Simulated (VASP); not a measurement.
# CdTe: convergence, Bader charges

CdTe, F-43m (no. 216), 2 atoms in the cell. PBE, Bader analysis of the density; PAW potentials Te, Cd (PBE set). VASP 6.6.1.

Wanted: Bader charges within 0.02 e; Bader volumes within 2 %.

Bader charges: positive where electrons are lost; found after the run by Yu and Trinkle's weights, with regions from AECCAR0 + AECCAR2 (from CHGCAR where LAECHG is off, as in the naive input) and electrons from CHGCAR.

POSCAR:
```
CdTe
1.0
    0.0000000000      3.2050000000      3.2050000000
    3.2050000000      0.0000000000      3.2050000000
    3.2050000000      3.2050000000      0.0000000000
Te Cd
1 1
Direct
    0.7500000000      0.7500000000      0.7500000000
    0.0000000000      0.0000000000      0.0000000000
```

The series start from Fine FFT grid: 70 × 70 × 70; Cutoff ENCUT (eV): 500; k mesh: 7 × 7 × 7; PREC: Accurate. Each series keeps the choices made before it, and each single choice may use up half of a tolerance.

## Fine FFT grid

| Fine FFT grid | Bader charges, largest deviation (e) | Bader volumes, largest deviation against the largest value | SCF iterations | Time (s) |
|---|---|---|---|---|
| 40 × 40 × 40 | 0.018 | 0.55 % | 12 | 7.7 |
| 54 × 54 × 54 | 0.011 | 0.33 % | 12 | 13 |
| 70 × 70 × 70 | 0.006 | 0.2 % | 12 | 11 |
| 96 × 96 × 96 | 0.003 | 0.094 % | 12 | 21 |
| 120 × 120 × 120 | 0.001 | 0.036 % | 12 | 31 |
| 144 × 144 × 144 (reference) | 0.000 | 0 % | 12 | 61 |

Chosen: 70 × 70 × 70, the loosest value from which every tighter one stays within half of the tolerance.

## Cutoff ENCUT (eV)

| Cutoff ENCUT (eV) | Bader charges, largest deviation (e) | Bader volumes, largest deviation against the largest value | SCF iterations | Time (s) |
|---|---|---|---|---|
| 250 | 0.018 | 0.43 % | 13 | 7.5 |
| 300 | 0.006 | 0.14 % | 12 | 9.8 |
| 350 | 0.009 | 0.16 % | 12 | 9.9 |
| 400 | 0.008 | 0.11 % | 12 | 8.2 |
| 500 | 0.003 | 0.056 % | 12 | 11 |
| 600 | 0.002 | 0.029 % | 12 | 14 |
| 750 (reference) | 0.000 | 0 % | 13 | 15 |

Chosen: 300.

## k mesh

| k mesh | Bader charges, largest deviation (e) | Bader volumes, largest deviation against the largest value | SCF iterations | Time (s) |
|---|---|---|---|---|
| 3 × 3 × 3 | 0.055 | 1 % | 12 | 5.1 |
| 4 × 4 × 4 | 0.020 | 0.38 % | 12 | 6.0 |
| 5 × 5 × 5 | 0.008 | 0.15 % | 12 | 6.0 |
| 7 × 7 × 7 | 0.001 | 0.029 % | 12 | 9.8 |
| 8 × 8 × 8 | 0.001 | 0.012 % | 12 | 8.0 |
| 10 × 10 × 10 (reference) | 0.000 | 0 % | 12 | 11 |

Chosen: 5 × 5 × 5.

## PREC

| PREC | Bader charges, largest deviation (e) | Bader volumes, largest deviation against the largest value | SCF iterations | Time (s) |
|---|---|---|---|---|
| Accurate | 0.000 | 0 % | 12 | 6.0 |
| Normal | 0.000 | 0.0048 % | 12 | 5.0 |

Chosen: Accurate; no other choice that stays within half of the tolerance saves 30 % of the time.

## All choices together

| Input | Bader charges, largest deviation (e) | Bader volumes, largest deviation against the largest value | Time (s) |
|---|---|---|---|
| pseudo valence density as the reference, default grid (naive) | 0.006 | 0.036 % | 7.8 |
| chosen settings | 0.008 | 0.092 % | 6.0 |
| reference settings throughout | 0.000 | 0 % | 70 |

The tolerance is met.

Values of the reference run: Bader charges: -0.4884, 0.4884 e; Bader volumes: 41.25, 24.59 Å³.

## The input

INCAR:
```
SYSTEM = CdTe
ALGO = Normal
EDIFF = 1E-6
ENCUT = 300
GGA = PE
ISMEAR = 0
KPAR = 2
LAECHG = .True.
LASPH = .True.
LCHARG = .True.
LORBIT = 11
LREAL = .False.
LWAVE = .False.
NBANDS = 16
NELM = 120
NGXF = 70
NGYF = 70
NGZF = 70
PREC = Accurate
SIGMA = 0.02
```

KPOINTS:
```
Automatic mesh
0
Gamma
  5 5 5
  0 0 0
```

Commands:
```
cat potpaw_PBE.64/Te/POTCAR potpaw_PBE.64/Cd/POTCAR > POTCAR
mpirun -np 2 vasp_std > vasp.out
```

The naive input happens to agree within the tolerance here, in 7.8 s.

Limits: the charges usually drift with the spacing of the fine grid, so the finest grid run can still be off by some thousandths to hundredths of an electron.

The chosen input took VASP 6.6.1 6.0 s on 2 cores (Intel Xeon 6975P-C (Granite Rapids)), a shared host.
